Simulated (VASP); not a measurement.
# Pd in VASP: notebook

The runs below take Pd through single point, with PBEsol.

All numbers are computed with VASP 6.6.1; they aren't measurements. Logs are shortened: lines on timing, memory, paths and dates and some standing lists are left out, and cuts for length are marked.

**1. The cell of the first run**

The cell holds a slab with vacuum, 6 atoms: a = 2.740 Å, b = 2.740 Å, c = 26.186 Å, α = 90.00°, β = 90.00°, γ = 120.00°.

The slab is cut from a database's or a generator's crystal, which needn't be the stable form of the element.

**2. Single point, PBEsol ((1 1 1) slab, atoms relaxed)**

INCAR reads:

```
SYSTEM = Pd
PREC = Accurate
ENCUT = 520
EDIFF = 1E-6
ISMEAR = 0
SIGMA = 0.1
LREAL = .FALSE.
LASPH = .TRUE.
NELM = 60
ALGO = Fast
ISIF = 2
LWAVE = .FALSE.
LCHARG = .FALSE.
LDIPOL = .TRUE.
IDIPOL = 3
DIPOL = 0.5 0.5 0.500
GGA = PS
NBANDS = 39
```

KPOINTS reads:

```
regular mesh
0
G
  15 15 1
  0 0 0
```

POSCAR reads:

```
Pd
1.0
    2.7400216570      0.0000000000      0.0000000000
   -1.3700108285      2.3729283619      0.0000000000
    0.0000000000      0.0000000000     26.1860915730
Pd
6
Direct
    0.6666666667      0.3333333333      0.2864977233
    0.3333333333      0.6666666667      0.3722888172
    0.0000000000      0.0000000000      0.4573921586
    0.6666666667      0.3333333333      0.5426077817
    0.3333333333      0.6666666667      0.6277111961
    0.0000000000      0.0000000000      0.7135023231
```

Potentials or basis: VASP PAW PBE potentials, release 64 (Pd).

Command:

```
> cat potpaw_PBE.64/Pd/POTCAR > POTCAR
> mpirun -np 1 vasp_std > vasp.out
```

OUTCAR:

```text
SYSTEM = Pd
   PREC = Accurate
   ENCUT = 520
   EDIFF = 1E-6
   ISMEAR = 0
   LREAL = .FALSE.
   LASPH = .TRUE.
   NELM = 60
   ISIF = 2
   GGA = PS

 ion  position               nearest neighbor table
   1  0.667  0.333  0.286-   2 2.75   2 2.75   2 2.75
   2  0.333  0.667  0.372-   3 2.73   3 2.73   3 2.73   1 2.75   1 2.75   1 2.75
   3  0.000  0.000  0.457-   2 2.73   2 2.73   2 2.73   4 2.74   4 2.74   4 2.74
   4  0.667  0.333  0.543-   5 2.73   5 2.73   5 2.73   3 2.74   3 2.74   3 2.74
   5  0.333  0.667  0.628-   4 2.73   4 2.73   4 2.73   6 2.75   6 2.75   6 2.75
   6  0.000  0.000  0.714-   5 2.75   5 2.75   5 2.75

  LATTYP: Found a hexagonal cell.
 ALAT       =     2.7400216570
 C/A-ratio  =     9.5568921896

  Lattice vectors:

 A1 = (   2.7400216570,   0.0000000000,   0.0000000000)
 A2 = (  -1.3700108285,   2.3729283619,   0.0000000000)
 A3 = (   0.0000000000,   0.0000000000,  26.1860915730)

Analysis of symmetry for initial positions (statically):
=====================================================================
 Subroutine PRICEL returns:
 Original cell was already a primitive cell.

 Routine SETGRP: Setting up the symmetry group for a
 hexagonal supercell.

 Subroutine GETGRP returns: Found 12 space group operations
 (whereof  6 operations were pure point group operations)
 out of a pool of 24 trial point group operations.

The static configuration has the point symmetry C_3v.
 The point group associated with its full space group is D_3d.

Analysis of symmetry for dynamics (positions and initial velocities):
=====================================================================
 Subroutine PRICEL returns:
 Original cell was already a primitive cell.

 Routine SETGRP: Setting up the symmetry group for a
 hexagonal supercell.

 Subroutine GETGRP returns: Found 12 space group operations
 (whereof  6 operations were pure point group operations)
 out of a pool of 24 trial point group operations.

The dynamic configuration has the point symmetry C_3v.
 The point group associated with its full space group is D_3d.

 Subroutine INISYM returns: Found 12 space group operations
 (whereof  6 operations are pure point group operations),
 and found     1 'primitive' translations

----------------------------------------------------------------------------------------

                                     Primitive cell

  volume of cell :     170.2587

  direct lattice vectors                    reciprocal lattice vectors
     2.740021657  0.000000000  0.000000000     0.364960619  0.210710112  0.000000000
    -1.370010829  2.372928362  0.000000000     0.000000000  0.421420223  0.000000000
     0.000000000  0.000000000 26.186091573     0.000000000  0.000000000  0.038188211

  length of vectors
     2.740021657  2.740021657 26.186091573     0.421420223  0.421420223  0.038188211

  position of ions in fractional coordinates (direct lattice)
     0.666666667  0.333333333  0.286497723
     0.333333333  0.666666667  0.372288817
     0.000000000  0.000000000  0.457392159
     0.666666667  0.333333333  0.542607782
     0.333333333  0.666666667  0.627711196
     0.000000000  0.000000000  0.713502323

  ion indices of the primitive-cell ions
   primitive index   ion index
                 1           1
                 2           2
                 3           3
                 4           4
                 5           5
                 6           6

----------------------------------------------------------------------------------------

 KPOINTS: regular mesh

Automatic generation of k-mesh.
 Grid dimensions read from file:
 generate k-points for:   15   15    1

 Generating k-lattice:

  Cartesian coordinates                     Fractional coordinates (reciprocal lattice)
     0.024330708  0.014047341  0.000000000     0.066666667  0.000000000  0.000000000
     0.000000000  0.028094682  0.000000000     0.000000000  0.066666667  0.000000000
     0.000000000  0.000000000  0.038188211     0.000000000  0.000000000  1.000000000

  Length of vectors
     0.028094682  0.028094682  0.038188211

  Shift w.r.t. Gamma in fractional coordinates (k-lattice)
     0.000000000  0.000000000  0.000000000

 Subroutine IBZKPT returns following result:
 ===========================================

 Found     27 irreducible k-points:

 Following reciprocal coordinates:
            Coordinates               Weight
  0.000000  0.000000  0.000000      1.000000
  0.066667 -0.000000  0.000000      6.000000
  0.133333 -0.000000  0.000000      6.000000
  0.200000 -0.000000  0.000000      6.000000
  0.266667 -0.000000  0.000000      6.000000
  0.333333  0.000000  0.000000      6.000000
[... 16 lines left out ...]
  0.333333  0.200000  0.000000     12.000000
  0.400000  0.200000  0.000000      6.000000
 [... further k-points ...]
   k-points           NKPTS =     27   k-points in BZ     NKDIM =     27   number of bands    NBANDS=     39
   number of dos      NEDOS =    301   number of ions     NIONS =      6
   total plane-waves  NPLWV =  78400
   dimension x,y,z NGX =    20 NGY =   20 NGZ =  196
   dimension x,y,z NGXF=    40 NGYF=   40 NGZF=  392
   ions per type =               6
   NGX,Y,Z   is equivalent  to a cutoff of  12.13, 12.13, 12.44 a.u.
   NGXF,Y,Z  is equivalent  to a cutoff of  24.27, 24.27, 24.89 a.u.
 SYSTEM =  Pd
   PREC   = accura    normal or accurate (medium, high low for compatibility)
   ISTART =      0    job   : 0-new  1-cont  2-samecut
   ICHARG =      2    charge: 1-file 2-atom 10-const
   ISPIN  =      1    spin polarized calculation?
   LNONCOLLINEAR =      F non collinear calculations
   LSORBIT =      F    spin-orbit coupling
   LASPH  =      T    aspherical Exc in radial PAW
   ENCUT  =  520.0 eV  38.22 Ry    6.18 a.u.   5.09  5.09 48.69*2*pi/ulx,y,z
   NELM   =     60;   NELMIN=  2; NELMDL= -5     # of ELM steps
   EDIFF  = 0.1E-05   stopping-criterion for ELM
   LREAL  =      F    real-space projection
   EDIFFG = 0.1E-04   stopping-criterion for IOM
   NSW    =      0    number of steps for IOM
   IBRION =     -1    ionic relax: 0-MD 1-quasi-New 2-CG
   NFREE  =      0    steps in history (QN), initial steepest desc. (CG)
   ISIF   =      2    stress and relaxation
   ISYM   =      2    0-nonsym 1-usesym 2-fastsym
   POTIM  = 0.5000    time-step for ionic-motion
   TEBEG  =    0.0;   TEEND  =   0.0 temperature during run
   PSTRESS=    0.0 pullay stress
   NELECT =      60.0000    total number of electrons
   NUPDOWN=      -1.0000    fix difference up-down
   EMIN   =  10.00;   EMAX   =-10.00  energy-range for DOS
   EFERMI =   0.00;   METHOD = LEGACY
   ISMEAR =     0;   SIGMA  =   0.10  broadening in eV -4-tet -1-fermi 0-gaus
   EFERMI_NEDOS =   21; number of points for ismear=-14 and -15
   IALGO  =     68    algorithm
   IMIX   =      4    mixing-type and parameters
     AMIX     =   0.40;   BMIX     =  1.00
     AMIX_MAG =   1.60;   BMIX_MAG =  1.00
  volume/ion in A,a.u.               =      28.38       191.49
  Fermi-wavevector in a.u.,A,eV,Ry     =   1.156349  2.185182 18.192925  1.337142
  Thomas-Fermi vector in A             =   2.292970
   LORBIT       =      0    0 simple, 1 ext, 2 COOP (PROOUT), +10 PAW based schemes
   GGA     = PS    functional components
   LHFCALC =     F    Hartree Fock is set to
   AEXX    =    0.0000 exact exchange contribution
   IVDW    =     0    specifies the selected vdW correction
   LEPSILON=     F    determine dielectric tensor
   LRPA    =     F    only Hartree local field effects (RPA)
 non-spin polarized calculation
 RMM-DIIS sequential band-by-band and
 Gauss-broadening in eV      SIGMA  =   0.10
  energy-cutoff  :      520.00
  volume of cell :      170.26
 maximum number of plane-waves:      4621
   NGX = 11   NGY = 11   NGZ = 97

 dipolmoment           0.000000      0.000000     -0.000000 electrons x Angstroem

 number of electron      59.9999996 magnetization

 dipolmoment           0.000000      0.000000      0.000019 electrons x Angstroem

 Free energy of the ion-electron system (eV)
  ---------------------------------------------------
  ext. energy  EPLUGINS =         0.00000000
  ---------------------------------------------------
  free energy    TOTEN  =       -34.43097796 eV

  energy without entropy =      -34.35728071  energy(sigma->0) =      -34.39412934

 E-fermi :   2.4445     XC(G=0):  -7.5467

 val. band max:        2.4380360463   @ k =   0.4000  -0.0000   0.0000
 cond. band min:       2.4512521283   @ k =   0.4000   0.2000   0.0000
 fundamental gap:      0.0132160820
 Fermi energy:         2.4445010215

 k-point     1 :       0.0000    0.0000    0.0000
  band No.  band energies     occupation
      1      -4.6831      2.00000
      2      -4.0246      2.00000
      3      -3.2647      2.00000
      4      -2.9919      2.00000
      5      -2.6850      2.00000
      6      -2.6622      2.00000
[... 31 lines left out ...]
     38       7.6467      0.00000
     39       7.9730      0.00000

 k-point     2 :       0.0667   -0.0000    0.0000
  band No.  band energies     occupation
      1      -4.5398      2.00000
      2      -3.8862      2.00000
      3      -3.1293      2.00000
      4      -2.8770      2.00000
      5      -2.5661      2.00000
      6      -2.5336      2.00000
[... 31 lines left out ...]
     38       7.7692      0.00000
     39       8.0872      0.00000

 k-point     3 :       0.1333   -0.0000    0.0000
  band No.  band energies     occupation
      1      -4.1316      2.00000
      2      -3.5017      2.00000
      3      -2.7661      2.00000
      4      -2.5706      2.00000
      5      -2.2545      2.00000
      6      -2.1866      2.00000
[... 31 lines left out ...]
     38       8.1374      0.00000
     39       8.4228      0.00000

 k-point     4 :       0.2000   -0.0000    0.0000
  band No.  band energies     occupation
      1      -3.5408      2.00000
      2      -2.9921      2.00000
      3      -2.3875      2.00000
      4      -2.2332      2.00000
      5      -1.9268      2.00000
      6      -1.7560      2.00000
[... 31 lines left out ...]
     38       8.7533      0.00000
     39       8.9583      0.00000
[... 754 lines left out ...]
     38      11.4960      0.00000
     39      11.7445      0.00000

 k-point    23 :       0.3333    0.2000    0.0000
  band No.  band energies     occupation
      1      -2.4281      2.00000
      2      -2.2285      2.00000
      3      -2.0813      2.00000
      4      -1.9583      2.00000
      5      -1.8302      2.00000
      6      -1.7295      2.00000
[... 31 lines left out ...]
     38      10.5635      0.00000
     39      10.9771      0.00000

 k-point    24 :       0.4000    0.2000    0.0000
  band No.  band energies     occupation
      1      -2.4839      2.00000
      2      -2.2291      2.00000
      3      -2.0796      2.00000
      4      -2.0372      2.00000
      5      -1.8311      2.00000
      6      -1.7565      2.00000
[... 31 lines left out ...]
     38      10.2883      0.00000
     39      10.6582      0.00000

 [... further k-points ...]

------------------------ aborting loop because EDIFF is reached ----------------------------------------

 vacuum level on the upper side and lower side of the slab       (xc-potential included)        -0.132        -0.133

  FORCE on cell =-STRESS in cart. coord.  units (eV):
  Direction    XX          YY          ZZ          XY          YZ          ZX
  --------------------------------------------------------------------------------------
  -------------------------------------------------------------------------------------
  Total       -2.5303307     -2.5303307     -0.2017819      0.0000000      0.0000000      0.0000000
  in kB      -23.8110506    -23.8110506     -1.8988184      0.0000000      0.0000000      0.0000000
  external PRESSURE =     -16.5069732 kB  Pullay stress =       0.0000000 kB

 VOLUME and BASIS-vectors are now :
 -----------------------------------------------------------------------------
  energy-cutoff  :      520.00
  volume of cell :      170.26
      direct lattice vectors                 reciprocal lattice vectors
     2.740021657  0.000000000  0.000000000     0.364960619  0.210710112  0.000000000
    -1.370010829  2.372928362  0.000000000     0.000000000  0.421420223  0.000000000
     0.000000000  0.000000000 26.186091573     0.000000000  0.000000000  0.038188211

 POSITION                                       TOTAL-FORCE (eV/Angst)
 -----------------------------------------------------------------------------------
      1.37001      0.79098      7.50226        -0.000000      0.000000      0.015499
     -0.00000      1.58195      9.74879        -0.000000     -0.000000     -0.003155
      0.00000      0.00000     11.97731         0.000000      0.000000     -0.001297
      1.37001      0.79098     14.20878         0.000000      0.000000      0.001297
     -0.00000      1.58195     16.43730         0.000000      0.000000      0.003155
      0.00000      0.00000     18.68384        -0.000000     -0.000000     -0.015499
 -----------------------------------------------------------------------------------
    total drift:                                0.000000     -0.000000      0.003072

  FREE ENERGIE OF THE ION-ELECTRON SYSTEM (eV)
  ---------------------------------------------------
  free  energy   TOTEN  =       -34.4309779642 eV

  energy  without entropy=      -34.3572807142  energy(sigma->0) =      -34.39412934

 vacuum level on the upper side and lower side of the slab         7.689         7.689
```

Wall time 5.8 min (1 thread of AMD EPYC 7R13 (Zen 3), shared host); peak memory 0.3 GiB.

What came out:

```yaml
Free_energy: -34.4310 eV
Largest_force: 0.015 eV/Å
Band_gap_on_the_k_mesh: none (metal or under the smearing width)
```

Forces in eV/Å, atoms in the order of the input:
```
Pd   0.000  0.000  0.015
Pd   0.000  0.000 -0.003
Pd   0.000  0.000 -0.001
Pd   0.000  0.000  0.001
Pd   0.000  0.000  0.003
Pd   0.000  0.000 -0.015
```

Caveat: the PAW data sets were made with another functional, which shifts forces and pressure a little.

**3. Single point, PBEsol ((1 1 1) slab cut from the bulk)**

INCAR reads:

```
ALGO = Fast ; DIPOL = 0.5 0.5 0.500
EDIFF = 1E-7 ; ENCUT = 520
GGA = PS ; IDIPOL = 3
ISIF = 2 ; ISMEAR = 0
LASPH = T ; LCHARG = T
LDIPOL = T ; LELF = T
LREAL = F ; LVACPOTAV = T
LVHAR = T ; LWAVE = F
NBANDS = 39 ; NELM = 80
PREC = Accurate ; SIGMA = 0.1
```

KPOINTS reads:

```
k-points
0
Gamma
  15 15 1
```

POSCAR reads:

```
Pd
1.0
    2.7400216570      0.0000000000      0.0000000000
   -1.3700108285      2.3729283619      0.0000000000
    0.0000000000      0.0000000000     26.1860915730
Pd
6
Direct
    0.6666666667      0.3333333333      0.2864115853
    0.3333333333      0.6666666667      0.3718469512
    0.0000000000      0.0000000000      0.4572823171
    0.6666666667      0.3333333333      0.5427176829
    0.3333333333      0.6666666667      0.6281530488
    0.0000000000      0.0000000000      0.7135884147
```

Potentials or basis: VASP PAW PBE potentials, release 64 (Pd).

Command:

```
> cat potpaw_PBE.64/Pd/POTCAR > POTCAR
> mpirun -np 1 vasp_std > vasp.out
```

Run time: 7.7 min. Hardware: 1 thread of AMD EPYC 7R13 (Zen 3), shared host; peak memory 0.3 GiB.

Results (log left out):

* Free energy: -34.4300 eV
* Largest force: 0.093 eV/Å
* Band gap on the k mesh: none (metal or under the smearing width)
* Work function of the upper face: 5.35 eV
* Work function of the lower face: 5.35 eV

Forces in eV/Å, atoms in the order of the input:
```
Pd   0.000  0.000 -0.036
Pd   0.000  0.000  0.093
Pd   0.000  0.000 -0.018
Pd   0.000  0.000  0.018
Pd   0.000  0.000 -0.093
Pd   0.000  0.000  0.036
```

Levels at points of the mesh, in eV from the Fermi level:
```tsv
k point	band 26	band 27	band 28	band 29	band 30	band 31	band 32	band 33
(0.00, 0.00, 0.00)	-1.22	-0.99	-0.99	-0.85	-0.61	-0.61	-0.22	-0.22
```

Caveat: the PAW data sets were made with another functional, which shifts forces and pressure a little.

(Part 1 of 2 ends here.)
